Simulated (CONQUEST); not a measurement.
Runs of CONQUEST 1.3 on TePb. Symmetry: Fm-3m, No. 225, cubic system. Conventional cell: a = 6.462 Å, b = 6.462 Å, c = 6.462 Å, α = 90.00°, β = 90.00°, γ = 90.00°. Pb (site symmetry m-3m) has 6 Te at 3.23 Å as nearest neighbours. Around Te (site symmetry m-3m) lie 6 Pb at 3.23 Å. 

```tsv
task	level	potentials or basis	cell	k mesh	smearing	gap on the mesh (eV)	pressure (GPa)	V0 of scaled cells (Å³/atom)	B0 (GPa)	largest force (eV/Å)
equation of state	PBEsol	PseudoDojo NC PBEsol, DZP, grid of 48 × 48 × 64 points	as given	6 × 6 × 4	fermi-dirac 0.05 eV	-	-	(b)	45	-
single point	PBE	PseudoDojo NC PBE, DZP, grid cutoff 80 Ha	atoms moved at random, drawn with an rms of 0.05 Å	6 × 6 × 4	fermi-dirac 0.05 eV	0.81	2.4	-	-	0.05
single point	PBE	PseudoDojo NC PBE, DZP, grid cutoff 120 Ha	atoms moved at random, drawn with an rms of 0.05 Å	6 × 6 × 4	fermi-dirac 0.05 eV	0.81	2.5	-	-	0.05
equation of state	PBE	PseudoDojo NC PBE, DZP, grid of 48 × 48 × 64 points	as given	6 × 6 × 4	fermi-dirac 0.05 eV	-	-	35.61	(a)	-
single point	PBE	PseudoDojo NC PBE, DZP, grid cutoff 120 Ha	as given	6 × 6 × 4	fermi-dirac 0.05 eV	0.81	2.4	-	-	-
single point	RPBE	PseudoDojo NC PBE, DZP, grid cutoff 80 Ha	as given	5 × 5 × 4	methfessel-paxton of order 2 0.1 eV	-	3.9	-	-	-
```

Alike in all rows: no spin polarisation.

Problem. Estimate the missing entries.

Solution. (a) 39; (b) 33.62.

Caveats: the basis of atomic orbitals isn't converged, which shifts pressures, moduli and gaps; the box holds several primitive cells, so bands are folded and the points are those of the box's own zone (some runs); spin-orbit coupling is left out, which as a rule narrows the gap of such compounds by several tenths of an eV (some runs); the DZP basis gives volumes some 2 % larger than converged bases do, and moduli off by several per cent (some runs); the real-space grid breaks the cell's symmetry a little (some runs); the potentials were made for another functional, which shifts forces and pressure (some runs).

A k mesh can miss the band edges, and the runs leave out spin-orbit coupling on Pb, Te.
